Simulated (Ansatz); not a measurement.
L1₀ (CuAu-type) CoPt, relaxed in Ansatz (plane waves) with several semilocal functionals. Each gives its own volume and its own bulk modulus:

| level | V0 (Å³/atom) | bulk modulus (GPa) | ln V0 | ln B0 |
|---|---|---|---|---|
| PBEsol-D3(BJ) | 12.594 | 271.6 | 2.5332 | 5.6043 |
| PBE-D3(BJ) | 13.100 | 238.8 | 2.5726 | 5.4756 |
| PBE-D4 | 13.158 | 235.5 | 2.5770 | 5.4617 |
| r²SCAN-D4 | 13.248 | 233.3 | 2.5838 | 5.4523 |
| revPBE | 13.750 | 204.1 | 2.6210 | 5.3186 |
| BLYP | 14.289 | 182.0 | 2.6595 | 5.2040 |

### Question
Fit a straight line to ln B0 against ln V0. What does it predict for r²SCAN, whose volume is 13.356 Å³/atom?

### Answer
With x = ln V0 and y = ln B0: means 2.59118 and 5.41942; Σ(Δx Δy) = -0.03033, Σ(Δx²) = 0.009519, so the slope is -3.19. At x = 2.5920 the line gives y = 5.41942 + (-3.19) × (2.5920 − 2.59118) = 5.4168, or 225.2 GPa. The run with r²SCAN gives 227.4 GPa, +1.0 % from the line. The rows used scatter about it by up to 0.9 %, while the largest value lies 49 % above the smallest.

Spin-polarised runs: PBEsol-D3(BJ) (parallel moments), PBE-D3(BJ) (parallel moments), PBE-D4 (parallel moments), r²SCAN-D4 (parallel moments), r²SCAN (parallel moments), revPBE (parallel moments), BLYP (parallel moments).

Ansatz's density-functional and Hartree–Fock values are scalar-relativistic unless marked +SOC, with PAW data made under PBE.

Ansatz is a program for electronic structure.
